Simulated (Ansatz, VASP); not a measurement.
## Two plane-wave programs on Al

Contents of INCAR:

```
PREC     = Accurate       # precision mode
ENCUT    = 520            # plane-wave cutoff, eV
EDIFF    = 1E-7           # SCF threshold, eV
ISMEAR   = 0              # smearing method
SIGMA    = 0.15           # smearing width, eV
LREAL    = False          # projectors in reciprocal space
LASPH    = True           # aspherical terms in the spheres
NELM     = 100            # most SCF steps
ALGO     = Normal         # electronic algorithm
ISIF     = 2              # what is computed and relaxed
LWAVE    = False          # write WAVECAR
LCHARG   = False          # write CHGCAR
GGA      = PE             # functional
IVDW     = 12             # dispersion correction
NBANDS   = 8              # bands
```

Contents of KPOINTS:

```
Automatic mesh
0
Gamma
  20 20 20
```

POSCAR

```
Al
1.0
    0.0000000000      1.9632606000      1.9936203000
    1.9632606000      0.0000000000      1.9936203000
    1.9632606000      1.9632606000      0.0000000000
Al
1
Direct
    0.0000000000      0.0000000000      0.0000000000
```

Input for Ansatz:

```yaml
crystal:
  lattice:
    - [0.0, 1.9632606, 1.9936203]
    - [1.9632606, 0.0, 1.9936203]
    - [1.9632606, 1.9632606, 0.0]
  atoms:
    - { symbol: Al, position: [0.0, 0.0, 0.0] }
basis:
  ecutwfc: 420
kpoints:
  mp_grid: { grid: [20, 20, 20] }
hamiltonian:
  xc: pbe
  dispersion: d3bj
scf:
  occupations: { method: gaussian, width: 0.15 }
output:
  forces: true
  stress: true
  eigenvalues: true
```

Change from the starting cell: strain -0.030 along x and y, -0.015 along z, atoms carried along.

Alike in both runs: task single point; functional PBE; dispersion D3(BJ); k mesh 20 × 20 × 20; occupations gaussian, width 0.15 eV; no spin polarisation.

|  | VASP | Ansatz |
| --- | --- | --- |
| version | VASP 6.6.1 | Ansatz 0.2.0 |
| potentials or method | VASP PAW PBE potentials, release 64 (Al) | scalar-relativistic, plane waves, PAW |
| plane-wave cutoff (eV) | 520 | 420 |
| valence electrons in the cell | 3 | 3 |

Ansatz gave:

| Item | Value |
| --- | --- |
| gap on the k mesh at the Fermi level (eV) | none |
| pressure (GPa) | 2.5 |
| largest component of the traceless stress (GPa) | 0.51 |

Estimate VASP's values.

gap on the k mesh at the Fermi level (eV): none; pressure (GPa): 2.4; largest component of the traceless stress (GPa): 0.51.

A gap of «none» marks a metal or a gap that the smearing closes.

Caveats: pairwise dispersion overbinds metals, which lowers pressure and volume.
